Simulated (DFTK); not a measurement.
Write the native input for DFTK 0.8.2 that does the following.

| Item | Value |
| --- | --- |
| Task | single point |
| Functional | PBE |
| Potentials or basis | dojo.nc.sr.pbe.v0_4_1.standard.upf (PBE) |
| Cutoff | 1088 eV |
| k mesh | 6 × 6 × 1 |
| Occupations | fermi-dirac, width 0.05 eV |
| Spin | no spin polarisation |
| Valence electrons | Mo 14, S 6 |
| SCF tolerance on the density | 1e-06 |

The system is MoS2, a slab with vacuum.

```
Mo S
1.0
     3.18454    0.00000    0.00000
    -1.59227    2.75789    0.00000
     0.00000    0.00000   21.67053
Mo S
2 4
Direct
  0.34384 0.66824 0.85091
  0.67791 0.34480 0.14846
  0.67064 0.34761 0.77843
  0.33154 0.66630 0.07732
  0.65108 0.33668 0.92370
  0.32899 0.65297 0.21840
```

The cell isn't the ideal one: atoms moved at random, drawn with an rms of 0.05 Å.

The input as run:

run.jl

```julia
using DFTK
using PseudoPotentialData
using Unitful, UnitfulAtomic
using LinearAlgebra, Printf
include("save.jl")
disable_threading()

# lattice vectors are the columns
lattice = austrip(1u"Å") * [   3.184541456   -1.592270728            0.0;
                      0.0   2.7578938003            0.0;
                      0.0            0.0    21.67053472]
symbols   = [:Mo, :Mo, :S, :S, :S, :S]
positions = [[0.343841, 0.668237, 0.850906],
             [0.677909, 0.344803, 0.14846],
             [0.670639, 0.347613, 0.778434],
             [0.331544, 0.666297, 0.077322],
             [0.651078, 0.336675, 0.923697],
             [0.328987, 0.652968, 0.218398]]
pseudopotentials = PseudoFamily("dojo.nc.sr.pbe.v0_4_1.standard.upf")
elements = Dict(s => ElementPsp(s, pseudopotentials) for s in unique(symbols))
atoms    = [elements[s] for s in symbols]

build_model(lattice, positions; symmetries=true) =
    model_DFT(lattice, atoms, positions;
              functionals=PBE(),
              temperature=austrip(0.05u"eV"),
              smearing=Smearing.FermiDirac(),
              symmetries)
Ecut  = 40.0  # hartree
kgrid = [6, 6, 1]
tol   = 1e-6
to_GPa = ustrip(uconvert(u"GPa", 1u"hartree/bohr^3"))

model = build_model(lattice, positions)
basis = PlaneWaveBasis(model; Ecut, kgrid)
display(basis)
scfres = self_consistent_field(basis;
                               tol,
                               nbandsalg=AdaptiveBands(model; n_bands_converge=33))
display(scfres.energies)
@printf "Fermi level: %.6f eV\n" ustrip(auconvert(u"eV", something(scfres.εF, NaN)))
forces = compute_forces_cart(scfres)
println("Forces (eV/Å)")
for (s, f) in zip(symbols, forces)
    @printf "%-3s %12.6f %12.6f %12.6f\n" s ustrip.(auconvert.(u"eV/Å", f))...
end
stress = compute_stresses_cart(scfres)
println("Stress (GPa)")
display(round.(stress * to_GPa; digits=4))
println("Levels at the first k-point (eV): ", round.(ustrip.(auconvert.(u"eV", scfres.eigenvalues[1][1:scfres.n_bands_converge])); digits=4))
save_scf!(scfres; forces, stress)
```

Potentials or basis: dojo.nc.sr.pbe.v0_4_1.standard.upf (PBE).

Run with:

```console
$ julia --threads=1 run.jl  # save.jl only writes the numbers to a file and isn't shown; printed stress counts tension as positive; times include loading and compiling
```

Results of the run:

| Item | Value |
| --- | --- |
| Largest force | 1.273 eV/Å |
| Band gap on the k mesh | 1.18 eV, indirect (least direct gap 1.51 eV) |

It took 44 min on 1 thread of Intel(R) Xeon(R) Platinum 8259CL CPU @ 2.50GHz (Skylake/Cascade Lake), with other jobs on the host, peak memory 6 GiB.
